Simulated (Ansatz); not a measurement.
Br:

```
CELL_PARAMETERS angstrom
3.36325 -2.32255 0.00000
3.36325 2.32255 0.00000
0.00000 0.00000 8.70230
ATOMIC_POSITIONS crystal
Br 0.36510 0.63490 0.39010
Br 0.13490 0.86510 0.89010
Br 0.63490 0.36510 0.60990
Br 0.86510 0.13490 0.10990
```

Base run:

```yaml
Program: Ansatz 0.2.0
Functional: PBEsol
Potentials_or_basis: all-electron LAPW, non-relativistic
Cutoff: 318 eV
Density_cutoff: 1272 eV
Basis_error_allowed: 0.002 eV/atom
k_mesh: 7 × 7 × 3
Occupations: fermi-dirac, width 0.05 eV
Spin: no spin polarisation
```

Its results: band gap on the k mesh 1.96 eV, indirect (least direct gap 1.98 eV); pressure 0.3 GPa; largest force 0.713 eV/Å.

Task: The run is repeated on the same cell with these changes: potentials or basis from all-electron LAPW, non-relativistic to all-electron LAPW, inner shells corrected to Dirac's equation. What comes out?

Result: Band gap on the k mesh 1.85 eV, indirect (least direct gap 1.87 eV); pressure 0.1 GPa; largest force 0.722 eV/Å.

Caveats: relativity is left out, which matters for the heavier elements (some runs).

A k mesh can miss the band edges.

Not every run made on this cell is shown here.
